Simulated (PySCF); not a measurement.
Runs of PySCF 2.14.0 on Nb. Symmetry: Im-3m, No. 229, cubic system. The conventional cell has a = 3.328 Å, b = 3.328 Å, c = 3.328 Å, α = 90.00°, β = 90.00°, γ = 90.00°. Around Nb (site symmetry m-3m) lie 8 Nb at 2.88 Å. 

```csv
task,level,k mesh,band path,conv_tol,max_cycle,gaussian width of the DOS,mesh quality,gap on the mesh (eV),V0 of scaled cells (Å³/atom),B0 (GPa)
band structure,SCAN,2 × 2 × 2,"GHNGPH,PN",1e-07 Ha,60,-,coarse,none,-,-
density of states,PBE,12 × 12 × 12,-,1e-07 Ha,60,0.15 eV,not flagged,none,-,-
band structure,M06-L,2 × 2 × 2,"GHNGPH,PN",1e-07 Ha,60,-,coarse,none,-,-
equation of state,PBE,4 × 4 × 4,-,-,-,-,coarse,-,18.45,187
equation of state,LDA,4 × 4 × 4,-,-,-,-,coarse,-,17.70,(a)
band structure,LDA,2 × 2 × 2,"GHNGPH,PN",1e-07 Ha,60,-,coarse,none,-,-
band structure,r2SCAN,4 × 4 × 4,"GHNGPH,PN",1e-07 Ha,60,-,coarse,none,-,-
band structure,PBE,2 × 2 × 2,"GHNGPH,PN",1e-07 Ha,60,-,coarse,none,-,-
```

Alike in all rows: potentials or basis DZVP-MOLOPT-SR/GTH-PBE (potentials made for PBE); no spin polarisation; cell as given; smearing fermi-dirac 0.05 eV.

Fill in the values left out.

(a) 209.

Caveats: some runs use coarse meshes; the basis of atomic orbitals isn't converged, which shifts pressures, moduli and gaps; the potentials were made for another functional, which shifts forces and pressure (some runs); meta-GGAs need a finer uniform grid than this (some runs).

A k mesh can miss the band edges, and the runs leave out spin-orbit coupling on Nb.

A gap of «none» marks a metal or a gap under the smearing width.

Not every run made on this cell is shown here.
